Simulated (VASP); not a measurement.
NiO2:

```
Ni O
1.0
     2.79878    0.00000    0.00000
    -1.39939    2.42382    0.00000
     0.00000    0.00000    4.61827
Ni O
1 2
Direct
  0.00000 0.00000 0.50000
  0.33333 0.66667 0.29396
  0.66667 0.33333 0.70604
```

The cell comes from a database or a generator and needn't be the stable form of this composition.

Base run:

- Program: VASP 6.6.1
- Functional: r2SCAN
- Potentials or basis: VASP PAW PBE potentials, release 64 (Ni, O)
- Cutoff: 520 eV
- k mesh: 8 × 8 × 5
- Occupations: fermi-dirac, width 0.05 eV
- Spin: collinear spin, ferromagnetic start
- Starting moments: [1.0, 0.0, 0.0] μB

Its results: band gap on the k mesh 1.38 eV, indirect (least direct gap 1.55 eV); net moment 0.00 μB per cell.

**Question.** The run is repeated on the same cell with these changes: functional from r2SCAN to TB-mBJ. What comes out?

**Answer.** Band gap on the k mesh 2.28 eV, indirect (least direct gap 2.39 eV); net moment 0.00 μB per cell.
